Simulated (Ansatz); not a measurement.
# SnO2: one atom moved over a plane

This session takes SnO2 and sets out to map the energy of atom 1 (Sn) over a plane.

Program: Ansatz 0.2.0. Level of theory: DFT LDA, scalar-relativistic, plane waves, PAW. These are calculated values, not measurements.

## (1) The starting structure

The structure is trigonal, space group R-3m (No. 166). The conventional cell has a = 3.234 Å, b = 3.234 Å, c = 14.402 Å, α = 90.00°, β = 90.00°, γ = 120.00°. Sn (site symmetry -3m) has 6 O at 2.13 Å as nearest neighbours. Around O (site symmetry 3m) lie 3 Sn at 2.13 Å.

Coordinates:

```cif
data_structure
_symmetry_space_group_name_H-M 'R-3m:H'
_symmetry_Int_Tables_number 166
_cell_length_a 3.2342
_cell_length_b 3.2342
_cell_length_c 14.4018
_cell_angle_alpha 90.000
_cell_angle_beta 90.000
_cell_angle_gamma 120.000
_cell_volume 130.46
loop_
_atom_site_label
_atom_site_type_symbol
_atom_site_symmetry_multiplicity
_atom_site_Wyckoff_symbol
_atom_site_fract_x
_atom_site_fract_y
_atom_site_fract_z
_atom_site_occupancy
Sn1 Sn 3 b 0.66667 0.33333 0.83333 1
O1 O 6 c 0.33333 0.66667 0.90384 1
```

It goes back to an entry of the Materials Project, which need not be the stable form.

The cell is taken as given, not relaxed at this level.

## (2) The reference cell

The reference gives a free energy of -6989.4754 eV, pressure -9.14 GPa, largest force 0.676 eV/Å and gap on the mesh 1.77 eV. It was computed beforehand with the settings of the runs below.

## (3) Next: one atom moved over a plane

Atom 1 (Sn) is moved by p along (0.000, 1.000, 0.000) and q along (0.000, 0.000, 1.000) (Å), all else fixed; its images in the other cells move with it. Points alike by symmetry are run once.

## (4) At p = -0.300, q = -0.300

File input.yaml:

```yaml
crystal:
  lattice:
    - [1.6170930752, 0.9336291223, 4.800592584]
    - [-1.6170930752, 0.9336291223, 4.800592584]
    - [0.0, -1.8672582446, 4.800592584]
  atoms:
    - { symbol: Sn, position: [0.4256147821, 0.4256147821, 0.5862781509] }
    - { symbol: O, position: [0.23717, 0.23717, 0.23717] }
    - { symbol: O, position: [0.76283, 0.76283, 0.76283] }
basis:
  ecutwfc: 420
kpoints:
  mp_grid: { grid: [12, 12, 12] }
hamiltonian:
  xc: lda
scf:
  occupations: { method: gaussian, width: 0.05 }
output:
  forces: true
  stress: true
  eigenvalues: true
```

The run is started by

```
> ansatz run input.yaml --threads 1 --pin off --max-ram 2560MiB --backend cpu --events-out ev --progress --plain --runs-dir out
```

The session goes on with these runs: p = -0.300, q = 0.000; At p = -0.300, q = 0.300; At p = 0.000, q = -0.300; p = -0.300, q = -0.150; At p = -0.300, q = 0.150; p = -0.150, q = -0.300; p = -0.150, q = 0.000; p = -0.150, q = 0.300; point p = 0.000, q = -0.150; p = -0.150, q = -0.150; At p = -0.150, q = 0.150.

Before running it: what results should come out? Wanted: highest point; lowest point away from the origin.

As calculated:

| quantity | value |
| --- | --- |
| highest point | 1.862 eV/cell at (p, q) = (-0.300, 0.300) |
| lowest point away from the origin | 0.136 eV/cell at (-0.150, 0.000) |

In words: The undisturbed cell is the lowest computed point. Read as harmonic, the points at ±0.150 Å give force constants of 12.13 eV/Å² along p and 18.37 eV/Å² along q: the atom moves more easily along p. The gap on the mesh runs from 0.86 to 1.77 eV over the map.
